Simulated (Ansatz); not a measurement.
**Ni: a tetragonal deformation path**

An exercise on one series of results from a longer session: the logs are not shown, and one member is left open.

Program: Ansatz 0.2.0. Level of theory: DFT PBE, scalar-relativistic, plane waves, PAW. These are calculated values, not measurements.

### The starting structure

The structure is cubic, space group Fm-3m (No. 225). Conventional cell: a = 3.536 Å, b = 3.536 Å, c = 3.536 Å, α = 90.00°, β = 90.00°, γ = 90.00°. Around Ni (site symmetry m-3m) lie 12 Ni at 2.50 Å.

Structure file:

```cif
data_structure
_symmetry_space_group_name_H-M 'Fm-3m'
_symmetry_Int_Tables_number 225
_cell_length_a 3.5359
_cell_length_b 3.5359
_cell_length_c 3.5359
_cell_angle_alpha 90.000
_cell_angle_beta 90.000
_cell_angle_gamma 90.000
_cell_volume 44.21
loop_
_atom_site_label
_atom_site_type_symbol
_atom_site_symmetry_multiplicity
_atom_site_Wyckoff_symbol
_atom_site_fract_x
_atom_site_fract_y
_atom_site_fract_z
_atom_site_occupancy
Ni1 Ni 4 a 0.00000 0.00000 0.00000 1
```

The cell is taken as given, not relaxed at this level.

Set-up of the first run:

The input, input.yaml:

```yaml
crystal:
  lattice:
    - [0.0, 1.76795, 1.76795]
    - [1.76795, 0.0, 1.76795]
    - [1.76795, 1.76795, 0.0]
  atoms:
    - { symbol: Ni, position: [0.0, 0.0, 0.0], spin: 0.81 }
basis:
  ecutwfc: 420
kpoints:
  mp_grid: { grid: [26, 26, 26] }
hamiltonian:
  xc: pbe
scf:
  occupations: { method: gaussian, width: 0.15 }
output:
  forces: true
  stress: true
  eigenvalues: true
  populations: true
magnetization:
  spin_polarized: true
```

The run is started by

```
$ ansatz run input.yaml --threads 1 --pin off --max-ram 2560MiB --backend cpu --events-out ev --progress --plain --runs-dir out
```

Among the steps run: The reference: the undisturbed cell on the scan's mesh; At ρ = 0.707; Point ρ = 1.414; Point ρ = 0.850; ρ = 1.200; ρ = 0.780; ρ = 1.300; At ρ = 0.920; ρ = 1.100; ρ = 0.650.

One of the session's tables, all rows but one given; the rest of the session is left out.

The scan, with free energies counted from the undisturbed cell:

```
    ρ  ΔE (meV/atom)  pressure (GPa)  moment (μB/cell)
0.650           88.5            -1.1              0.58
0.707           98.9            -1.1              0.56
0.780           82.0            -1.2              0.58
0.850           47.5            -1.8              0.61
0.920           15.5            -2.4              0.63
1.000            0.0            -2.7              0.64
1.100           27.9            -2.0              0.64
1.200          111.5             0.3              0.61
1.300              ?               ?                 ?
1.414          436.4            10.7              0.51
```

Q: Estimate the row for ρ = 1.300 from the others.

Worked estimate for «ΔE (meV/atom)». A straight line through the neighbours (1.200, 111.5) and (1.414, 436.4) gives 111.5 + (436.4 − 111.5) × (1.300 − 1.200) / (1.414 − 1.200) = 263.3; a parabola fitted to 3 rows on both sides gives 238.6.

As computed: ΔE (meV/atom): 240.0; pressure (GPa): 4.0; moment (μB/cell): 0.55. In «ΔE (meV/atom)» the line misses by +23.3 and the parabola by -1.4.
